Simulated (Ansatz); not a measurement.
## NaCl: one input, then a changed one

The cell is built from the wurtzite type as a first guess.

First run: DFT, PBE, PAW with Ansatz's default frozen-core files, scalar-relativistic (Ansatz 0.2.0).

Command: `ansatz run input.yaml --threads 1 --pin off --max-ram 3072MiB --backend cpu --events-out ev --progress --plain --runs-dir out` The run took about 100 s on 1 thread of a shared machine.

```yaml
crystal:
  lattice:
    - [4.263523569, 0.0, 0.0]
    - [-2.1317617845, 3.6923197204, 0.0]
    - [0.0, 0.0, 6.9495434174]
  atoms:
    - { symbol: Na, position: [0.3333333333, 0.6666666667, 0.0] }
    - { symbol: Na, position: [0.6666666667, 0.3333333333, 0.5] }
    - { symbol: Cl, position: [0.3333333333, 0.6666666667, 0.376] }
    - { symbol: Cl, position: [0.6666666667, 0.3333333333, 0.876] }
kpoints:
  mp_grid: { grid: [10, 10, 6] }
scf:
  occupations: { method: fermi_dirac, width: 0.03 }
hamiltonian:
  xc: pbe
  pseudopotentials: { kind: paw }
output:
  forces: true
  stress: true
relax:
  f_tol: 0.005
  max_steps: 80
  cell: {}
```

Result: converged; relaxed volume 27.979 Å³/atom; 76 SCF iterations in all.

The input is then changed:

```diff
@@ -14,5 +14,5 @@
   occupations: { method: fermi_dirac, width: 0.03 }
 hamiltonian:
-  xc: pbe
+  xc: revpbe
   pseudopotentials: { kind: paw }
 output:
```

Problem. Predict the outcome of the changed run.

Solution. It converged; relaxed volume 32.341 Å³/atom; 43 SCF iterations in all.
